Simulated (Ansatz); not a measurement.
# Hg: the cost of one run

Program: Ansatz 0.2.0. Level of theory: DFT PBEsol, scalar-relativistic, plane waves, PAW. These are calculated values, not measurements.

### Step 1. The starting structure

It takes space group Pm-3m (No. 221, cubic). Conventional cell: a = 3.214 Å, b = 3.214 Å, c = 3.214 Å, α = 90.00°, β = 90.00°, γ = 90.00°. Hg (site symmetry m-3m) has 6 Hg at 3.21 Å as nearest neighbours.

Structure file:

```xyz
1
Lattice="3.2142 0.0000 0.0000 0.0000 3.2142 0.0000 0.0000 0.0000 3.2142" Properties=species:S:1:pos:R:3 pbc="T T T"
Hg    0.0000    0.0000    0.0000
```

This is candidate A: simple cubic type (Pm-3m, No. 221).

(A quick probe on a coarse mesh, which set the mesh and smearing, is not shown.)

### Step 3. Coarse relaxation (candidate A)

Contents of input.yaml:

```yaml
crystal:
  lattice:
    - [3.2141681307, 0.0, 0.0]
    - [0.0, 3.2141681307, 0.0]
    - [0.0, 0.0, 3.2141681307]
  atoms:
    - { symbol: Hg, position: [0.0, 0.0, 0.0] }
basis:
  ecutwfc: 420
kpoints:
  mp_grid: { grid: [6, 6, 6] }
hamiltonian:
  xc: pbesol
scf:
  occupations: { method: gaussian, width: 0.1 }
  lower_state_search: "off"
output:
  forces: true
  stress: true
  eigenvalues: true
relax:
  adjacent_minimum: "off"
  f_tol: 0.04
  max_steps: 70
  cell: { stress_tol: 0.4 }
```

Q: Estimate wall time and peak memory on 1 thread of an x86-64 CPU, shared host.

About 1.4 s, with a peak of 0.31 GiB.
